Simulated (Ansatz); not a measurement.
The calculation used Ansatz, DFT PBE, scalar-relativistic, plane waves, PAW. Settings: cutoff 420 eV, Γ-centred meshes spaced at most about 0.3 Å⁻¹, and about 0.25 Å⁻¹ or finer for metals (2π included), Gaussian smearing. No spin polarisation.

Temperature and zero-point effects are left out.

Two relaxed structures of Si₃O₂:

A.

```xyz
5
Lattice="2.7014 0.0000 0.0000 -1.3507 2.3395 0.0000 0.0000 0.0000 12.5205" Properties=species:S:1:pos:R:3 pbc="T T T"
Si    0.0000    0.0000    0.0000
Si    0.0000    1.5597    7.3102
Si    1.3507    0.7798    5.2104
O     0.0000    1.5597    0.9148
O     1.3507    0.7798   11.6058
```

B.

```xyz
5
Lattice="3.3683 0.0000 0.0000 0.0000 3.3683 0.0000 0.0000 0.0000 5.4778" Properties=species:S:1:pos:R:3 pbc="T T T"
Si    1.6841    1.6841    1.8156
Si    1.6841    1.6841    4.9293
Si    0.0000    0.0000    3.9670
O     1.6841    0.0000    2.3749
O     0.0000    1.6841    2.3749
```

Question: Which form is favoured at zero pressure, and by what margin per atom?

Answer: A is lower, by 0.34 eV/atom. A has space group P-3m1 (No. 164), 15.8 Å³/atom and no gap on its mesh; B has space group P4mm (No. 99), 12.4 Å³/atom and no gap. Counting O atoms around Si (those within 1.25 times the shortest such distance or 1.15 times the sum of covalent radii, 1.27 where that leaves under three; a plus sign parts nearer from farther groups; the shortest distance is added where it exceeds 1.18 times the sum of covalent radii; a slash parts the counts of unlike sites), A has Si 3+3 from 4.6 Å/6 and B has Si 4/4 from 2.3 Å/4+4 from 3.1 Å. B holds Si–Si pairs (shortest 2.36 Å); in A the shortest Si–Si distance is 2.62 Å, near bonding range too. In A, Si on a site of symmetry -3m is surrounded by 6 O at 1.81 Å; Si on a site of symmetry 3m has 9 Si at 2.62–2.70 Å; O is surrounded by 3 Si at 1.81 Å. In B, Si on its first site has 4 O at 1.77 Å and 1 Si at 2.36 Å; Si on its second site has 1 Si at 2.36 Å and 4 Si at 2.57 Å; O is surrounded by 2 Si at 1.77 Å and 2 Si at 2.32 Å; 1 more site not described. Both come from invented guesses.

Weakly bound directions are ill-defined at this level, which has no dispersion term (P-3m1), and this can change margins and order among such cells. Cells relaxed within their symmetry can be saddle points.
